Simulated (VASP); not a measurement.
A run of VASP 6.6.1 is set up as follows.

Contents of INCAR:

```
ALGO = Fast
EDIFF = 1E-7
ENCUT = 520
GGA = PE
ISIF = 2
ISMEAR = 0
LASPH = T
LCHARG = T
LELF = T
LREAL = F
LVHAR = T
LWAVE = F
NBANDS = 32
NELM = 100
PREC = Accurate
SIGMA = 0.1
```

KPOINTS

```
k-points
0
Gamma
  10 10 10
```

POSCAR

```
Sn3Se
1.0
    4.6574735538      0.0000000000      0.0000000000
    0.0000000000      4.6574735538      0.0000000000
    0.0000000000      0.0000000000      4.6574735538
Sn Se
3 1
Direct
    0.0000000000      0.5000000000      0.5000000000
    0.5000000000      0.0000000000      0.5000000000
    0.5000000000      0.5000000000      0.0000000000
    0.0000000000      0.0000000000      0.0000000000
```

Potentials or basis: VASP PAW PBE potentials, release 64 (Sn_d, Se).

Run with:

```sh
$ cat potpaw_PBE.64/Sn_d/POTCAR potpaw_PBE.64/Se/POTCAR > POTCAR
$ mpirun -np 1 vasp_std > vasp.out
```

Task: Predict the band gap on the k mesh.

Result: None (metal or under the smearing width).

Task: Estimate the pressure.

Result: 3.2 GPa.
